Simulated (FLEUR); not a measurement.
Crystal: BN.

```xyz
2
Lattice="0.0000 1.8130 1.8130 1.8130 0.0000 1.8130 1.8130 1.8130 0.0000" Properties=species:S:1:pos:R:3 pbc="T T T"
N     0.9065    0.9065    0.9065
B     0.0000    0.0000    0.0000
```

The cell is a database's computed one.

Base run:

| Quantity | Value |
| --- | --- |
| Program | FLEUR MaX-R8.1 (later development tree) |
| Functional | LDA |
| Potentials or basis | all-electron |
| Basis | FLAPW |
| Kmax | 5.26 1/bohr |
| k mesh | 13 × 13 × 13 |
| Occupations | fermi-dirac, width 0.05 eV |
| Spin | no spin polarisation |

Its results: band gap on the k mesh 4.41 eV, indirect (least direct gap 8.65 eV).

Task: The run is repeated on the same cell with these changes: functional from LDA to PBE. What comes out?

Result: Band gap on the k mesh 4.53 eV, indirect (least direct gap 8.78 eV).

A k mesh can miss the band edges.

Not every run made on this cell is shown here.
